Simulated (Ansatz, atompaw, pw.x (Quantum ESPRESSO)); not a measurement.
## What a changed setting does to a pw.x run (fcc Li)

Potential: PAW, atompaw 4.2.0.5, PBE; core [He], reference 2s1 2p0; waves: 2s (bound); 2s channel at 2.25 Ry; 2p (bound, empty); 2p channel at 2.7 Ry; 3d channel at 0.4 Ry; 3d channel at 3.05 Ry; local part: troulliermartins scheme with l = 3 at 0 Ry, radius 2.00 bohr; core correction: smooth core density matched at 1.60 bohr; augmentation: besselshape compensation charge, radius 2.65 bohr; PAW radius 3.00 bohr; waves and projectors: bloechl.

The reference run (k-mesh 13³, cutoffs 40/400 Ry, Fermi–Dirac 0.01 Ry, mixing_beta 0.4, conv_thr 1e-9, no spin) gives 0.01 GPa at 20.348 Å³/atom, where all-electron LAPW gives -0.05 GPa. This run, with its own iteration cap, changes smearing to mv.

```
&control
  calculation='scf', prefix='x', pseudo_dir='./', outdir='./tmp', tstress=.true., disk_io='none'
/
&system
  ibrav=0, nat=1, ntyp=1, ecutwfc=40, ecutrho=400, nbnd=7,
  occupations='smearing', smearing='mv', degauss=0.01
/
&electrons
  conv_thr=1e-09, mixing_beta=0.4, electron_maxstep=70
/
ATOMIC_SPECIES
Li 1.0 Li.UPF
CELL_PARAMETERS angstrom
  0.00000000 2.16685863 2.16685863
  2.16685863 0.00000000 2.16685863
  2.16685863 2.16685863 0.00000000
ATOMIC_POSITIONS crystal
Li 0.0000 0.0000 0.0000
K_POINTS automatic
13 13 13 0 0 0
```

```bash
pw.x < Li.scf.in > Li.scf.out
```

How does the run end?

It converges in 5 iterations; the free energy moves by +17.0 meV/atom and the pressure by -0.02 GPa. This scheme is built to cancel the term in the square of the width that Fermi–Dirac smearing leaves in the F of a metal.

```
Message from routine setup:
     using ibrav=0 with symmetry is DISCOURAGED, use correct ibrav instead
     lattice parameter (alat)  =       5.7909  a.u.
     unit-cell volume          =     137.3151 (a.u.)^3
     number of electrons       =         1.00
     number of Kohn-Sham states=            7
     kinetic-energy cutoff     =      40.0000  Ry
     charge density cutoff     =     400.0000  Ry
     scf convergence threshold =      1.0E-09
     Exchange-correlation= SLA PW PBX PBC
     number of k points=    84  Marzari-Vanderbilt smearing, width (Ry)=  0.0100
     iteration #  1     ecut=    40.00 Ry     beta= 0.40
     total energy              =      -3.83934607 Ry
     estimated scf accuracy    <       0.00019818 Ry
     iteration #  2     ecut=    40.00 Ry     beta= 0.40
     total energy              =      -3.83910052 Ry
     estimated scf accuracy    <       0.00007517 Ry
     iteration #  3     ecut=    40.00 Ry     beta= 0.40
     total energy              =      -3.83910280 Ry
     estimated scf accuracy    <       0.00000003 Ry
     iteration #  4     ecut=    40.00 Ry     beta= 0.40
     total energy              =      -3.83910276 Ry
     estimated scf accuracy    <          4.3E-09 Ry
     iteration #  5     ecut=    40.00 Ry     beta= 0.40
     the Fermi energy is     0.5662 ev
!    total energy              =      -3.83910276 Ry
     estimated scf accuracy    <          2.6E-11 Ry
     smearing contrib. (-TS)   =      -0.00015039 Ry
     convergence has been achieved in   5 iterations
          total   stress  (Ry/bohr**3)                   (kbar)     P=       -0.15
     Message from routine punch:
     Nothing written, as per user request (disk_io='none')
```

The run took about 4.8 s on one core of a shared host (Intel(R) Xeon(R) 6975P-C, 192 threads, 1512 GiB, load 50).
